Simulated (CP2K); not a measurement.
Crystal: Hf.

```
Hf
1.0
     3.19670    0.00000    0.00000
    -1.59835    2.76842    0.00000
     0.00000    0.00000    5.05780
Hf
2
Cartesian
  1.5984 0.9228 3.7934
  0.0000 1.8456 1.2645
```

Base run:

* Program: CP2K 2026.2
* Functional: OLYP
* Potentials or basis: POTENTIAL_UZH Hf GTH-PBE-q12; TZVP-MOLOPT-PBE-GTH basis
* Density cutoff: 9184 eV
* k mesh: 10 × 10 × 5
* Occupations: fermi-dirac, width 0.05 eV
* Spin: no spin polarisation

Its results: band gap on the k mesh none (metal or under the smearing width); pressure -0.1 GPa.

The run is repeated on the same cell with these changes: functional from OLYP to rev-vdW-DF2. What comes out?

Band gap on the k mesh none (metal or under the smearing width); pressure -1.1 GPa.

Caveats: the potentials were made for another functional, which shifts forces and pressure; spin-orbit coupling is left out, which moves the levels of the heavy elements; the basis of atomic orbitals isn't converged, which shifts pressures, moduli and gaps.
